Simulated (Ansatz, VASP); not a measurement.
# AlN (graphene/h-AlN heterobilayer): VASP beside Ansatz, part 2 of 2

One calculation is typed for both programs; each brings its own data sets. How far apart do they land? The cell is taken from a series of runs on this material, whose earlier steps may have relaxed, scaled, displaced or heated it; both programs get it as it stands.

VASP 6.6.1 and Ansatz 0.2.0.

So far: Starting point; VASP: single point, LDA.

### Step 3. Ansatz: single point, LDA

Level of this step: Ansatz beside VASP: Kohn-Sham DFT, plane waves, LDA (Ansatz).

Ansatz runs on its default PAW (the set named soft_2) files.

The same cell, functional (in two slightly different forms), mesh and smearing now go to Ansatz, which takes its cutoff from its data sets.

The input, input.yaml:

```yaml
crystal:
  lattice:
    - [11.2793, 0.0, 0.0]
    - [-5.63965, 9.76816, 0.0]
    - [0.0, 0.0, 19.44]
  atoms:
    - { symbol: Al, position: [0.1142, 0.37032, 0.58839] }
    - { symbol: "N", position: [0.16552, 0.2421, 0.58864] }
    - { symbol: Al, position: [0.19115, 0.67804, 0.58836] }
    - { symbol: "N", position: [0.24232, 0.54978, 0.58864] }
    - { symbol: Al, position: [0.26812, 0.98572, 0.58845] }
    - { symbol: "N", position: [0.31925, 0.85746, 0.58862] }
    - { symbol: Al, position: [0.34505, 0.29335, 0.5885] }
    - { symbol: "N", position: [0.39628, 0.16513, 0.58885] }
    - { symbol: Al, position: [0.42185, 0.60113, 0.58868] }
    - { symbol: "N", position: [0.47313, 0.47286, 0.58881] }
    - { symbol: Al, position: [0.49875, 0.90888, 0.58828] }
    - { symbol: "N", position: [0.55003, 0.78062, 0.58871] }
    - { symbol: Al, position: [0.57574, 0.2164, 0.5884] }
    - { symbol: "N", position: [0.627, 0.08825, 0.58892] }
    - { symbol: Al, position: [0.65255, 0.52404, 0.58862] }
    - { symbol: "N", position: [0.70391, 0.39592, 0.58885] }
    - { symbol: Al, position: [0.72941, 0.83192, 0.58863] }
    - { symbol: "N", position: [0.78077, 0.70366, 0.58863] }
    - { symbol: Al, position: [0.80636, 0.13953, 0.58834] }
    - { symbol: "N", position: [0.85779, 0.01136, 0.58872] }
    - { symbol: Al, position: [0.88336, 0.44709, 0.58832] }
    - { symbol: "N", position: [0.93467, 0.31896, 0.58855] }
    - { symbol: Al, position: [0.9603, 0.75494, 0.58863] }
    - { symbol: "N", position: [0.01154, 0.62669, 0.58833] }
    - { symbol: Al, position: [0.03727, 0.06269, 0.58872] }
    - { symbol: "N", position: [0.08853, 0.93442, 0.58872] }
kpoints:
  mp_grid: { grid: [3, 3, 1] }
hamiltonian:
  xc: lda
scf:
  occupations: { method: fermi_dirac, width: 0.025 }
output:
  forces: true
  eigenvalues: true
  write_density: true
  write_potential: true
  volumetric_format: npy
```

Started as:

```sh
> ansatz run input.yaml --threads 8 --pin off --max-ram 15872MiB --backend cpu --events-out ev --progress --plain --runs-dir out
```

Numbers of over 12 decimals in the logs are rounded to 6 here.

Output:

```text
Engine: ansatz 0.2.0, aarch64-unknown-linux-gnu
Pseudopotentials: kind: paw
Pseudopotential: Al, paw, valence charge 3, recommended cutoff 420 eV (normal), Al.paw.azcp
Pseudopotential: N, paw, valence charge 5, recommended cutoff 420 eV (normal), N.paw.azcp
Functional definition: SPW92
  exchange = slater_x
  correlation = pw_c
Crystal: 26 atoms, lattice volume = 2141.860 Å³
Basis set: ecut = 420 eV, 41855 PW (Γ)
Bands: 78, of which v1, the nominal top of the filled ones, is band 52 counted from 1 (51 counted from 0)
Symmetry: 1 space group operations
Space group: P1 (ITA 1), of the structure as read, at distance tolerance 1.3e-4 Å
k-points: 5 of 9 (time reversal used)
Non-local potential: Al, projectors of the file, l = 0: 2, l = 1: 2, l = 2: 1
Non-local potential: N, projectors of the file, l = 0: 2, l = 1: 2, l = 2: 1
PAW form: soft (Blöchl's): semilocal exchange-correlation on the pseudo side does not see the compensation charge
PAW frozen core: Al, regenerated for the run's functional, and the local potential with it (the file was generated under x = pbe(κ = 0.804, μ = 0.219515), c = pbe(β = 0.066725))
PAW frozen core: N, regenerated for the run's functional, and the local potential with it (the file was generated under x = pbe(κ = 0.804, μ = 0.219515), c = pbe(β = 0.066725))
PAW one-centre angular grid: Al, 110 points (default); XC on 64 Gauss nodes
PAW one-centre angular grid: N, 110 points (default); XC on 64 Gauss nodes
Initial density: superposition of atomic densities (neutral atoms: chi_scale 0, normalization atom), corrected by the library's trained network
Initial wavefunctions: pseudopotential atomic-orbital guess
Functional: x = slater, c = lda
SCF iter   1: F=—  HF=-11551.197026 eV  |F-HF|=—  |Δ(HF+E_count)|=         —  Δρ=3.29e-3  dr2=3.02e-1  ethr=1.77e-3  ⟨swp⟩=13.8  Hψ=2913  notcnv=0  defer=15
preconditioner: auto → Resta (q_TF=auto, 1.648 Å⁻¹)  ε∞=1.7  [insulator: Δε(μ)=2.796 eV  Ē_g=10.078 eV  σ=0.025 eV  W_gap=1.00  n_scr=148 (ndim 8)  ℏωp=8.2 eV  f_vac=0.744  D(μ)=0.00/eV (n_scr^D=0)  ε∞_Penn≈1.7  vacuum switching on, ρ_ref=7.4e-3 e/Å³]
SCF iter   2: F=—  HF=-11551.144762 eV  |F-HF|=—  |Δ(HF+E_count)|=   5.23e-2  Δρ=1.98e-3  dr2=5.21e-2  ethr=2.91e-4  ⟨swp⟩=2.4  Hψ=732  notcnv=0  defer=102
SCF iter   3: F=—  HF=-11551.134951 eV  |F-HF|=—  |Δ(HF+E_count)|=   9.81e-3  Δρ=6.06e-4  dr2=3.97e-3  ethr=5.01e-5  ⟨swp⟩=2.0  Hψ=558  notcnv=0  defer=102
SCF iter   4: F=—  HF=-11551.141929 eV  |F-HF|=—  |Δ(HF+E_count)|=   6.98e-3  Δρ=6.22e-5  dr2=4.75e-5  ethr=3.82e-6  ⟨swp⟩=3.0  Hψ=576  notcnv=0  defer=102
SCF iter   5: F=—  HF=-11551.142558 eV  |F-HF|=—  |Δ(HF+E_count)|=   6.29e-4  Δρ=1.20e-5  dr2=4.42e-6  ethr=4.57e-8  ⟨swp⟩=2.0  Hψ=623  notcnv=0  defer=102
SCF iter   6: F=—  HF=-11551.142560 eV  |F-HF|=—  |Δ(HF+E_count)|=   1.49e-6  Δρ=7.25e-6  dr2=1.10e-6  ethr=4.25e-9  ⟨swp⟩=2.0  Hψ=547  notcnv=0  defer=102
SCF iter   7: F=-11551.142560 eV  HF=-11551.142560 eV  |F-HF|=2.33e-9  |Δ(HF+E_count)|=   8.56e-8  Δρ=1.62e-6  dr2=4.78e-8  ethr=9.62e-11  ⟨swp⟩=29.6  Hψ=4486  notcnv=0
SCF 1 converged in 7 iterations: F = -11551.142560 eV  dr2 = 4.78e-8
  greatest PAW one-centre occupation: 0.783 electrons in one spin orbital (limit 2), on the N atom at site 13 (counted from 0), in its partial waves of l = 0
WARN: The output density's exchange-correlation potential varies sharply where the density is thin. Do not read a vacuum level from v_tot or v_xc, or from such a field of the output density. On a cell that repeats whose density bears no net charge and no dipole along the vacuum's axis use v_es (v_loc + v_h of the components); under efield.dipole_correction with no amplitude use v_es + v_field, which holds any externa [...]
SCF converged after 7 iterations
Free energy (F): -11551.142560 eV
Harris-Foulkes:  -11551.142560 eV  (|F-HF|=2.33e-9)
Internal energy: -11551.142560 eV  (E = F + TS)
E sigma→0 (E₀):  -11551.142560 eV
Fermi energy:    -2.580095 eV
--- Per-component energies (eV) ---
  E_band       = -907.760750
  E_kinetic    = 2014.837809
  E_local      = -26914.625384  (includes V_loc(G=0)·N_el)
  E_nonlocal   = 753.588176
  E_hartree    = 12459.897842
  E_xc         = -1279.450110
  E_vxc        = -1361.652035  (∫ρ·V_xc dr)
  E_paw        = -7305.280043  (= ΣΔE_a)
  E_vpaw       = -319.721916  (= ΣTr[D̂ρ^β])
  E_aug_tail   = 0.001152  (compensation charges beyond the density's cutoff)
  E_ewald      = 8718.123112
  E_core_change = 1.764887  (= ΣΔE_core)
  E_smearing   = -0.000000  (= −TS)
  E_closure    = 0.000000  (closes the sum)
  Σ components = -11551.142560   (vs F -11551.142560, Δ=0.00e0)
--- Forces (eV/Å), atoms counted from 1 ---
  atom   1  Al     0.00182264    -0.01506027     0.02569816
  atom   2  N      0.00223792     0.01589545    -0.01685653
  atom   3  Al    -0.03340471    -0.01920381     0.01942752
  atom   4  N      0.01304804     0.00771417    -0.01933582
  atom   5  Al    -0.04015033    -0.01363365     0.03402752
  atom   6  N      0.01372798     0.01141552    -0.03527412
  atom   7  Al    -0.02281375     0.00101992     0.03344900
  atom   8  N      0.00445175     0.00830127    -0.04436410
  atom   9  Al     0.00524685    -0.01318434     0.00592171
  atom  10  N     -0.01059485     0.00381054    -0.02099347
  atom  11  Al     0.01105954    -0.02732702     0.05771222
  atom  12  N     -0.02631893     0.00245685    -0.02350533
  atom  13  Al    -0.00856511     0.01922969     0.05882246
  atom  14  N     -0.01271072    -0.00182987    -0.06140819
  atom  15  Al     0.01045737     0.03583660     0.01827784
  atom  16  N      0.00081950    -0.01510656    -0.04060906
  atom  17  Al     0.04831614    -0.01183300     0.00927812
  atom  18  N     -0.01079066    -0.00537049    -0.00219754
  atom  19  Al     0.04474673    -0.00607293     0.04826171
  atom  20  N     -0.02336399     0.00794019    -0.01832449
  atom  21  Al    -0.00321899     0.03354799     0.03078149
  atom  22  N      0.00417257    -0.00108811    -0.03232525
  atom  23  Al    -0.00855166    -0.00453498    -0.00764639
  atom  24  N      0.01812089    -0.00655392    -0.00488499
  atom  25  Al     0.00847456    -0.01876507    -0.00167978
  atom  26  N      0.01382220     0.01235721    -0.00889521
  max |Σ_I F_I| component: 3.36e-3 eV/Å
--- Band table (eV; the first three rows and the last of 5) ---
  k-point 0: bands = [... 48 lower, -4.2679, -4.2670, -4.2622, -4.2607, -1.1375, 0.7675, 0.7687, 0.7696, ... 22 higher]
  k-point 1: bands = [... 48 lower, -4.3315, -4.3301, -4.1753, -4.1381, -0.8204, -0.1149, 0.4201, 0.4708, ... 22 higher]
  k-point 2: bands = [... 48 lower, -4.3316, -4.3302, -4.1753, -4.1380, -0.8204, -0.1149, 0.4201, 0.4708, ... 22 higher]
  k-point 4: bands = [... 48 lower, -4.3316, -4.3301, -4.1752, -4.1380, -0.8204, -0.1148, 0.4201, 0.4708, ... 22 higher]
```

In the SCF lines HF is the Harris–Foulkes energy and dr2 the Hartree energy of the density residual, in eV; the loop may stop once dr2 is under the threshold and the program's other checks hold. Hψ counts applications of the Hamiltonian.

### Step 4. Comparison

Known differences besides the potentials themselves: the cutoff is 420 eV in Ansatz and 520 eV in VASP; VASP's log shows a relativistic correction to its local exchange, Ansatz's none. Total energies have different zeros and are not compared.

The two programs side by side:

| quantity | Ansatz | VASP | difference |
| --- | --- | --- | --- |
| gap on the k mesh (eV) | 2.904 | 2.904 | 0.000 |

Forces on 9 of the 26 atoms, those with the largest forces and the largest differences (eV/Å; atoms numbered as in POSCAR):

| atom | Ansatz x, y, z | VASP x, y, z |
| --- | --- | --- |
| Al3 | -0.040, -0.014, 0.034 | -0.041, -0.014, 0.034 |
| Al6 | 0.011, -0.027, 0.058 | 0.011, -0.028, 0.058 |
| Al7 | -0.009, 0.019, 0.059 | -0.009, 0.019, 0.059 |
| Al9 | 0.048, -0.012, 0.009 | 0.049, -0.012, 0.009 |
| Al10 | 0.045, -0.006, 0.048 | 0.045, -0.006, 0.048 |
| Al11 | -0.003, 0.034, 0.031 | -0.003, 0.034, 0.031 |
| N20 | -0.013, -0.002, -0.061 | -0.013, -0.002, -0.061 |
| N24 | 0.004, -0.001, -0.032 | 0.005, -0.001, -0.033 |
| N25 | 0.018, -0.007, -0.005 | 0.018, -0.007, -0.005 |

The forces differ by 0.2 meV/Å r.m.s., which is 0.8 % of the r.m.s. force of 0.023 eV/Å (both taken over all components). A gap on the mesh is an upper bound, since the band edges may lie between its points. With vacuum in the cell, a pressure given here is an average over mostly empty space and none of the material.

### Step 5. Results

| Quantity | Value |
| --- | --- |
| difference in gap on the k mesh (single point, LDA) | 7.0e-5 eV |

The difference in gap on the k mesh is 7.0e-5 eV (single point, LDA), within the 0.08 eV picked in this series as the mark of a large difference. VASP runs on this material, other cells of it included, that failed, so that no pair exists: single point, LDA (timeout). How closely two codes agree says nothing of how well the functional describes the real material.

[Lines on the potential files, build, host, timing and source positions are cut from VASP's logs without a mark.]

[Logs are printed without paths, hosts, clocks, repeated set-up lines and the standing remarks that a program may print on its own settings, such as how far it seeks lower states.]

[Hosts, paths, dates, database ids (printed as entryN), source tags and the programs' standing remarks are cut or masked in the printed files.]
